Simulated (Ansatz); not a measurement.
# CuAu (P4/mmm) in Ansatz: reference runs

Aim: a first look at CuAu with PBEsol, on the cell as given and on a disturbed one, and energy against volume gives the equilibrium volume and stiffness.

Program: Ansatz 0.2.0. These are calculated values, not measurements. Logs are shortened: lines on timing, memory, paths and dates and some standing lists are left out, and cuts for length are marked.

## (1) The structure

The structure is tetragonal, space group P4/mmm (No. 123). Conventional cell: a = 2.811 Å, b = 2.811 Å, c = 3.685 Å, α = 90.00°, β = 90.00°, γ = 90.00°. Au (site symmetry 4/mmm) is surrounded by 8 Cu at 2.71 Å and 4 Au at 2.81 Å. Cu (site symmetry 4/mmm) is surrounded by 8 Au at 2.71 Å and 4 Cu at 2.81 Å.

## (2) Single point, PBEsol

Contents of input.yaml:

```yaml
crystal:
  lattice:
    - [2.8107494552, 0.0, 0.0]
    - [0.0, 2.8107494552, 0.0]
    - [0.0, 0.0, 3.685]
  atoms:
    - { symbol: Au, position: [0.0, 0.0, 0.0] }
    - { symbol: Cu, position: [0.5, 0.5, 0.5] }
hamiltonian:
  xc: pbesol
  pseudopotentials: { kind: paw }
kpoints:
  mp_grid: { grid: [9, 9, 7] }
scf:
  occupations: { method: fermi_dirac, width: 0.05 }
output:
  forces: true
  stress: true
  eigenvalues: true
```

Potentials or basis: Ansatz PAW.

Command:

```console
$ ansatz run input.yaml --threads 2 --pin off --max-ram 5632MiB --backend cpu --events-out ev --progress --plain --runs-dir out
```

The log of the run:

```text
Warning: RAYON_NUM_THREADS=2 ignored (pool sized by the plan → 2); use --threads N
Engine: ansatz 0.2.0, x86_64-unknown-linux-gnu
Pseudopotentials: kind: paw
Pseudopotential: Au, paw, valence charge 19, recommended cutoff 420 eV (normal), Au.paw.azcp
Pseudopotential: Cu, paw, valence charge 19, recommended cutoff 420 eV (normal), Cu.paw.azcp
Functional definition: PBEsol
  exchange = pbesol_x
  correlation = pbesol_c
Crystal: 2 atoms, lattice volume = 29.113 Å³
Basis set: ecut = 420 eV, 553 PW (Γ), exchange–correlation on 40×40×50 points (8 copies of the dense FFT grid, shifted against one another)
Bands: 23, of which v1, the nominal top of the filled ones, is band 19 counted from 1 (18 counted from 0)
Symmetry: 16 space group operations
Space group: P4/mmm (ITA 123), of the structure as read, at distance tolerance 3.1e-5 Å
k-points: 60 of 567
Non-local potential: Au, projectors of the file, l = 0: 3, l = 1: 2, l = 2: 2, l = 3: 1
Non-local potential: Cu, projectors of the file, l = 0: 3, l = 1: 2, l = 2: 3, l = 3: 1
PAW form: soft (Blöchl's): semilocal exchange-correlation on the pseudo side does not see the compensation charge
PAW frozen core: Au, regenerated for the run's functional, and the local potential with it (the file was generated under x = pbe(κ = 0.804, μ = 0.2195149727645171), c = pbe(β = 0.06672455060314922))
PAW frozen core: Cu, regenerated for the run's functional, and the local potential with it (the file was generated under x = pbe(κ = 0.804, μ = 0.2195149727645171), c = pbe(β = 0.06672455060314922))
PAW one-centre angular grid: Au, 590 points (default); XC on 64 Gauss nodes
PAW one-centre angular grid: Cu, 590 points (default); XC on 64 Gauss nodes
Initial density: superposition of atomic densities (neutral atoms: chi_scale 0, normalization atom), corrected by the library's trained network
Initial wavefunctions: pseudopotential atomic-orbital guess
Functional: x = pbesol(κ = 0.804, μ = 0.12345679012345678), c = pbesol(β = 0.046)
SCF iter   1: F=—  HF=-19595.999785 eV  |F-HF|=—  |Δ(HF+E_count)|=         —  Δρ=1.66e-2  dr2=4.81e-2  ethr=1.77e-3  ⟨swp⟩=5.5  Hψ=5318  notcnv=0
preconditioner: auto → Kerker (q_TF=auto, 2.852 Å⁻¹)  [metal: Δε(μ)=0.097 eV  Ē_g=10.579 eV  σ=0.050 eV  W_gap=0.43  n_scr=14 (ndim 8)  ℏωp=32.3 eV  f_vac=0.000  D(μ)=0.46/eV (n_scr^D=0)]
SCF iter   2: F=—  HF=-19595.991146 eV  |F-HF|=—  |Δ(HF+E_count)|=   8.64e-3  Δρ=3.08e-3  dr2=2.28e-3  ethr=1.26e-4  ⟨swp⟩=2.0  Hψ=2419  notcnv=0  defer=3
SCF iter   3: F=—  HF=-19595.990368 eV  |F-HF|=—  |Δ(HF+E_count)|=   7.78e-4  Δρ=2.22e-3  dr2=1.17e-3  ethr=6.00e-6  ⟨swp⟩=2.7  Hψ=2472  notcnv=0  defer=3
SCF iter   4: F=—  HF=-19595.990025 eV  |F-HF|=—  |Δ(HF+E_count)|=   3.42e-4  Δρ=3.25e-4  dr2=3.36e-5  ethr=3.08e-6  ⟨swp⟩=2.5  Hψ=1904  notcnv=0  defer=3
SCF iter   5: F=—  HF=-19595.990061 eV  |F-HF|=—  |Δ(HF+E_count)|=   3.56e-5  Δρ=1.15e-4  dr2=3.26e-6  ethr=8.85e-8  ⟨swp⟩=2.0  Hψ=1857  notcnv=0  defer=3
SCF iter   6: F=—  HF=-19595.990060 eV  |F-HF|=—  |Δ(HF+E_count)|=   7.93e-7  Δρ=2.81e-5  dr2=3.53e-7  ethr=8.58e-9  ⟨swp⟩=2.7  Hψ=2348  notcnv=0  defer=3
SCF iter   7: F=-19595.990060 eV  HF=-19595.990060 eV  |F-HF|=6.00e-8  |Δ(HF+E_count)|=   5.15e-8  Δρ=1.21e-5  dr2=8.41e-8  ethr=2.63e-10  ⟨swp⟩=4.5  Hψ=5116  notcnv=0
SCF 1 converged in 7 iterations: F = -19595.990060 eV  dr2 = 8.41e-8
SCF converged after 7 iterations
Free energy (F): -19595.990060 eV
Harris-Foulkes:  -19595.990060 eV  (|F-HF|=6.00e-8)
Internal energy: -19595.986283 eV  (E = F + TS)
E sigma→0 (E₀):  -19595.988171 eV
Entropy (-TS):   -0.003777 eV (-1.889 meV/atom)
Fermi energy:    18.753169 eV
--- Per-component energies (eV) ---
  E_band       = -562.922332
  E_kinetic    = 904.159536
  E_local      = -5897.484425  (includes V_loc(G=0)·N_el)
  E_nonlocal   = 473.180349
  E_hartree    = 2583.634435
  E_xc         = -315.262142
  E_vxc        = -389.548474  (∫ρ·V_xc dr)
  E_paw        = -11195.906639  (= ΣΔE_a)
  E_vpaw       = -820.507119  (= ΣTr[D̂ρ^β])
  E_aug_tail   = 0.001611  (compensation charges beyond the density's cutoff)
  E_ewald      = -6148.824689
  E_core_change = 0.515681  (= ΣΔE_core)
  E_smearing   = -0.003777  (= −TS)
  E_closure    = -0.000000  (closes the sum)
  Σ components = -19595.990060   (vs F -19595.990060, Δ=0.00e0)
--- Forces (eV/Å), atoms counted from 1 ---
  atom   1  Au    -0.00000000     0.00000000     0.00000000
  atom   2  Cu     0.00000000    -0.00000000    -0.00000000
  max |Σ_I F_I| component: 1.30e-28 eV/Å
--- Stress (GPa, compression-positive) ---
       -3.847953      -0.000000      -0.000000
       -0.000000      -3.847953      -0.000000
       -0.000000      -0.000000      -4.193011
  P = ⅓ Tr σ = -3.9630 GPa (-39.630 kbar)
--- Band table (eV; the first three rows and the last of 60) ---
  k-point 0: bands = ["-93.1426", "-87.0943", "-50.6831", "-50.6711", "-50.6711", "-38.4665", "-38.4095", "-38.4095", "8.9458", "12.1828", "12.3361", "14.7465", "14.7465", "15.8227", "15.9850", "16.6865", "17.1371", "17.3584", "17.3584", "20.8191", "26.7878", "28.7443", "28.7443"]
  k-point 1: bands = ["-93.1426", "-87.0943", "-50.6831", "-50.6711", "-50.6711", "-38.4676", "-38.4094", "-38.4094", "9.1936", "12.2276", "12.4176", "14.7958", "14.7958", "15.8620", "15.9173", "16.6156", "17.0921", "17.2037", "17.2037", "19.4497", "28.5424", "29.2242", "29.2242"]
  k-point 2: bands = ["-93.1426", "-87.0942", "-50.6832", "-50.6710", "-50.6710", "-38.4700", "-38.4094", "-38.4094", "9.8716", "12.3342", "12.6163", "14.9287", "14.9287", "15.7593", "15.9628", "16.3626", "16.8486", "16.8486", "16.9787", "17.3071", "30.5490", "30.5490", "31.8226"]
  k-point 59: bands = ["-93.1404", "-87.0826", "-50.6872", "-50.6871", "-50.6804", "-38.5479", "-38.5478", "-38.4443", "12.2491", "13.0199", "13.0929", "14.9586", "15.5869", "15.5933", "15.9419", "16.7057", "17.0441", "17.1607", "22.2249", "23.7870", "24.0403", "24.9677", "25.9894"]
```

Run time: 1.1 s. Hardware: 2 threads of Intel Xeon Platinum 8375C at 2.90GHz (Ice Lake), shared host; peak memory 0.39 GiB.

Results:

```yaml
Free_energy: -19595.9901 eV
Pressure: -4.0 GPa
Band_gap_on_the_k_mesh: none (metal or under the smearing width)
```

Stress tensor (GPa, compression positive):
```
-3.85  0.00  0.00
 0.00 -3.85  0.00
 0.00  0.00 -4.19
```

Levels at points of the mesh, in eV from the Fermi level:
| k point | band 15 | band 16 | band 17 | band 18 | band 19 | band 20 | band 21 | band 22 | band 23 |
| --- | --- | --- | --- | --- | --- | --- | --- | --- | --- |
| (0.00, 0.00, 0.00) | -2.77 | -2.07 | -1.62 | -1.39 | -1.39 | 2.07 | 8.03 | 9.99 | 9.99 |

Caveat: the PAW data sets come from PBE, with cores solved anew for the run's functional, which leaves a small shift of forces and pressure. Spin-orbit coupling is left out, which matters for the levels of Au.

## (3) Single point, PBEsol (atoms moved at random, drawn with an rms of 0.05 Å)

input.yaml: that of step 2 with these lines changed.

```diff
@@ -6,4 +6,4 @@
   atoms:
-    - { symbol: Au, position: [0.0, 0.0, 0.0] }
-    - { symbol: Cu, position: [0.5, 0.5, 0.5] }
+    - { symbol: Au, position: [-0.00706, 0.003154, -0.015573] }
+    - { symbol: Cu, position: [0.496564, 0.48971, 0.494763] }
 hamiltonian:
```

Potentials or basis: Ansatz PAW.

Command:

```console
$ ansatz run input.yaml --threads 2 --pin off --max-ram 5632MiB --backend cpu --events-out ev --progress --plain --runs-dir out
```

The log of the run:

```text
Warning: RAYON_NUM_THREADS=2 ignored (pool sized by the plan → 2); use --threads N
[... 7 set-up lines as earlier in the session ...]
Crystal: 2 atoms, lattice volume = 29.113 Å³
Basis set: ecut = 420 eV, 553 PW (Γ), exchange–correlation on 40×40×50 points (8 copies of the dense FFT grid, shifted against one another)
Bands: 23, of which v1, the nominal top of the filled ones, is band 19 counted from 1 (18 counted from 0)
Symmetry: 1 space group operations
Space group: P1 (ITA 1), of the structure as read, at distance tolerance 3.1e-5 Å
k-points: 284 of 567 (time reversal used)
[... 6 set-up lines as earlier in the session ...]
[... 17 lines left out ...]
Internal energy: -19595.979135 eV  (E = F + TS)
E sigma→0 (E₀):  -19595.981029 eV
Entropy (-TS):   -0.003787 eV (-1.894 meV/atom)
Fermi energy:    18.754078 eV
--- Per-component energies (eV) ---
  E_band       = -562.960492
  E_kinetic    = 904.198123
  E_local      = -5900.111695  (includes V_loc(G=0)·N_el)
  E_nonlocal   = 473.183898
  E_hartree    = 2584.915938
  E_xc         = -315.275696
  E_vxc        = -389.566491  (∫ρ·V_xc dr)
  E_paw        = -11195.906775  (= ΣΔE_a)
  E_vpaw       = -820.505277  (= ΣTr[D̂ρ^β])
  E_aug_tail   = 0.001617  (compensation charges beyond the density's cutoff)
  E_ewald      = -6147.500227
  E_core_change = 0.515681  (= ΣΔE_core)
  E_smearing   = -0.003787  (= −TS)
  E_closure    = 0.000000  (closes the sum)
  Σ components = -19595.982922   (vs F -19595.982922, Δ=0.00e0)
--- Forces (eV/Å), atoms counted from 1 ---
  atom   1  Au     0.03329441    -0.12291511     0.24546535
  atom   2  Cu    -0.03329481     0.12291633    -0.24547133
  max |Σ_I F_I| component: 5.98e-6 eV/Å
--- Stress (GPa, compression-positive) ---
       -3.649697      -0.020994       0.044721
       -0.020994      -3.695541      -0.164984
        0.044721      -0.164984      -3.968850
  P = ⅓ Tr σ = -3.7714 GPa (-37.714 kbar)
--- Band table (eV; the first three rows and the last of 284) ---
  k-point 0: bands = ["-93.1431", "-87.0949", "-50.6837", "-50.6717", "-50.6716", "-38.4673", "-38.4104", "-38.4101", "8.9450", "12.1802", "12.3341", "14.7418", "14.7474", "15.8200", "15.9838", "16.6826", "17.1365", "17.3533", "17.3592", "20.8284", "26.7802", "28.7461", "28.7563"]
  k-point 1: bands = ["-93.1432", "-87.0949", "-50.6838", "-50.6717", "-50.6716", "-38.4684", "-38.4104", "-38.4101", "9.1927", "12.2245", "12.4156", "14.7909", "14.7956", "15.8585", "15.9164", "16.6107", "17.0921", "17.2016", "17.2054", "19.4576", "28.5360", "29.2257", "29.2335"]
  k-point 2: bands = ["-93.1432", "-87.0948", "-50.6839", "-50.6717", "-50.6716", "-38.4708", "-38.4104", "-38.4101", "9.8699", "12.3302", "12.6149", "14.9230", "14.9239", "15.7618", "15.9565", "16.3516", "16.8511", "16.8535", "16.9810", "17.3192", "30.5479", "30.5495", "31.8171"]
  k-point 283: bands = ["-93.1419", "-87.0883", "-50.6892", "-50.6820", "-50.6723", "-38.5619", "-38.4534", "-38.4164", "12.2882", "12.8508", "13.6021", "13.9064", "14.7506", "15.3174", "16.0994", "16.1682", "16.8080", "16.9517", "17.6435", "19.4212", "25.2520", "27.4730", "31.3477"]
```

Run time: 6.2 s. Hardware: 2 threads of Intel Xeon Platinum 8375C at 2.90GHz (Ice Lake), shared host; peak memory 0.53 GiB.

What came out:

* Free energy: -19595.9829 eV
* Pressure: -3.8 GPa
* Largest force: 0.277 eV/Å
* Band gap on the k mesh: none (metal or under the smearing width)

Forces in eV/Å, atoms in the order of the input:
```
Au   0.033 -0.123  0.245
Cu  -0.033  0.123 -0.245
```

Stress tensor (GPa, compression positive):
```
-3.65 -0.02  0.04
-0.02 -3.70 -0.16
 0.04 -0.16 -3.97
```

Caveat: the PAW data sets come from PBE, with cores solved anew for the run's functional, which leaves a small shift of forces and pressure.

(Part 1 of 2 ends here.)
